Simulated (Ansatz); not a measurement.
Au, 2 atoms in the cell. The typed cell holds 2 atoms: a = 2.900 Å, b = 2.900 Å, c = 4.880 Å, α = 90.00°, β = 90.00°, γ = 120.00°. This isn't the form of Au at room conditions, which is fcc. The cell isn't the ideal one: atoms moved at random, drawn with an rms of 0.05 Å.

- Program: Ansatz 0.2.0
- Task: single point
- Functional: PBE
- Potentials or basis: all-electron LAPW, scalar-relativistic
- Cutoff: 245 eV (chosen from the basis error)
- Basis error allowed: 0.001 eV/atom
- k mesh: 11 × 11 × 6
- Occupations: fermi-dirac, width 0.05 eV
- Spin: no spin polarisation

Potentials or basis: all-electron LAPW, scalar-relativistic.

Run with:

```sh
$ ansatz run input.yaml --threads 1 --pin off --max-ram 3072MiB --backend cpu --events-out ev --progress --plain --runs-dir out
```

Hardware: 1 thread of Arm Neoverse V1 (shared host).

Question: Estimate the wall time of this run.

Answer: Run time: 3.3 min on 1 thread of Arm Neoverse V1, on a shared host, peak memory 1.4 GiB. Counts: scf iterations 8, plane waves 313, k points 364, bands 52.
